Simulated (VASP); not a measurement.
## TiSi2: relaxation of cell and atoms with PBEsol+U

Crystal: TiSi2.

```
CELL_PARAMETERS angstrom
0.00000 4.11752 4.26290
2.38951 0.00000 4.26290
2.38951 4.11752 0.00000
ATOMIC_POSITIONS crystal
Ti 0.75000 0.75000 0.75000
Ti 0.50000 0.50000 0.50000
Si 0.41257 0.08743 0.41257
Si 0.08743 0.41257 0.08743
Si 0.16257 0.83743 0.16257
Si 0.83743 0.16257 0.83743
```

The cell is a database's computed one.

```
Program                : VASP 6.6.1
Task                   : relaxation of cell and atoms
Functional             : PBEsol
Potentials or basis    : VASP PAW PBE potentials, release 64 (Ti_sv, Si)
Cutoff                 : 600 eV
k mesh                 : 5 × 5 × 5
Occupations            : fermi-dirac, width 0.05 eV
Spin                   : no spin polarisation
Hubbard terms          : Ti d U = 6 eV
Further INCAR settings : ALGO = Normal; EDIFF = 1e-07; IBRION = 2; EDIFFG = -0.01; NSW = 60; ISIF = 3
```

```yaml
Relaxed_volume: 14.53 Å³/atom
Relaxed_cell: a = 6.013 Å, b = 4.958 Å, c = 4.818 Å, α = 75.90°, β = 53.10°, γ = 51.00°
Space_group_after_relaxing_to_0.05_Å: Fddd (No. 70)
Energy_gained_by_relaxing: 12.7 meV/atom
Ionic_steps: 8
Pressure_after_relaxing: -0.1 GPa
Largest_force_after_relaxing: 0.004 eV/Å
Band_gap_on_the_k_mesh: none (metal or under the smearing width)
```

Forces in eV/Å, atoms in the order of the input:
```
Ti   0.000  0.000  0.000
Ti   0.000  0.000  0.000
Si   0.000  0.004  0.000
Si   0.000 -0.004  0.000
Si   0.000  0.004  0.000
Si   0.000 -0.004  0.000
```

The path:
```tsv
step	energy change (eV)	largest force (eV/Å)	pressure (GPa)	volume (Å³)
1	0.0000	0.2213	5.81	83.88
2	-0.0110	0.1925	-4.93	90.18
3	-0.0609	0.2045	-0.20	87.11
4	-0.0679	0.1535	-0.19	87.16
5	-0.0745	0.0486	-0.13	87.25
6	-0.0747	0.0319	-0.10	87.27
7	-0.0759	0.0204	-0.03	87.14
8	-0.0762	0.0036	-0.05	87.18
```

Final structure:
```
CELL_PARAMETERS angstrom
0.00000 4.17085 4.33174
2.41275 0.00000 4.33174
2.41275 4.17085 0.00000
ATOMIC_POSITIONS crystal
Ti 0.75000 0.75000 0.75000
Ti 0.50000 0.50000 0.50000
Si 0.40755 0.09245 0.40755
Si 0.09245 0.40755 0.09245
Si 0.15755 0.84245 0.15755
Si 0.84245 0.15755 0.84245
```

Levels at points of the mesh, in eV from the Fermi level:
```csv
k point,band 16,band 17,band 18,band 19,band 20,band 21,band 22,band 23,band 24
"(0.00, 0.00, 0.00)",-2.65,-2.36,-2.34,-2.03,-1.46,-0.84,2.47,2.91,3.09
```

Eigenvalues of the final occupation matrices:
```
    site  spin  trace               eigenvalues
site 1 d     1   0.91  0.14 0.18 0.18 0.19 0.22
site 1 d     2   0.91  0.14 0.18 0.18 0.19 0.22
site 2 d     1   0.91  0.14 0.18 0.18 0.19 0.22
site 2 d     2   0.91  0.14 0.18 0.18 0.19 0.22
```

Wall time 9.2 min on 1 thread of Intel(R) Xeon(R) Platinum 8375C CPU @ 2.90GHz (Ice Lake), on a shared host, peak memory 0.31 GiB.

Caveat: the PAW data sets were made with another functional, which shifts forces and pressure a little; U without spin polarisation on a metal has little footing; the U is typed as a test and isn't derived for this compound.
